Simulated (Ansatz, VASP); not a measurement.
**LiCl: VASP beside Ansatz**

Contents of INCAR:

```
PREC     = Accurate       # precision mode
ENCUT    = 520            # plane-wave cutoff, eV
EDIFF    = 1E-6           # SCF threshold, eV
ISMEAR   = 0              # smearing method
SIGMA    = 0.02           # smearing width, eV
LREAL    = False          # projectors in reciprocal space
LASPH    = True           # aspherical terms in the spheres
NELM     = 100            # most SCF steps
ALGO     = Normal         # electronic algorithm
ISIF     = 2              # what is computed and relaxed
LWAVE    = False          # write WAVECAR
LCHARG   = False          # write CHGCAR
GGA      = PE             # functional
NBANDS   = 12             # bands
```

The input KPOINTS:

```
regular mesh
0
Gamma
  8 8 8
```

File POSCAR:

```
LiCl
1.0
    0.0000000000      2.5894842864      2.5894842864
    2.5894842864      0.0000000000      2.5894842864
    2.5894842864      2.5894842864      0.0000000000
Li Cl
1 1
Direct
    0.0000000000      0.0000000000      0.0000000000
    0.5000000000      0.5000000000      0.5000000000
```

Input for Ansatz:

```yaml
crystal:
  lattice:
    - [0.0, 2.5894842864, 2.5894842864]
    - [2.5894842864, 0.0, 2.5894842864]
    - [2.5894842864, 2.5894842864, 0.0]
  atoms:
    - { symbol: Li, position: [0.0, 0.0, 0.0] }
    - { symbol: Cl, position: [0.5, 0.5, 0.5] }
basis:
  ecutwfc: 420
kpoints:
  mp_grid: { grid: [8, 8, 8] }
hamiltonian:
  xc: pbe
scf:
  occupations: { method: gaussian, width: 0.02 }
output:
  forces: true
  stress: true
  eigenvalues: true
```

Alike in both runs: task single point; functional PBE; k mesh 8 × 8 × 8; occupations gaussian, width 0.02 eV; no spin polarisation.

```csv
,VASP,Ansatz
version,VASP 6.6.1,Ansatz 0.2.0
potentials or method,"VASP PAW PBE potentials, release 64 (Li_sv, Cl)","scalar-relativistic, plane waves, PAW"
plane-wave cutoff (eV),520,420
valence electrons in the cell,10,10
```

Ansatz gave:

| Property | Result |
| --- | --- |
| gap on the k mesh at the Fermi level (eV) | 6.17 |
| least direct gap on the mesh (eV) | 6.17 |

**Question.** Estimate VASP's values.

**Answer.** gap on the k mesh at the Fermi level (eV): 6.18; least direct gap on the mesh (eV): 6.18.

With one functional, cell and mesh, what is left measures potentials, basis and numerics.

 A k mesh can miss the band edges.
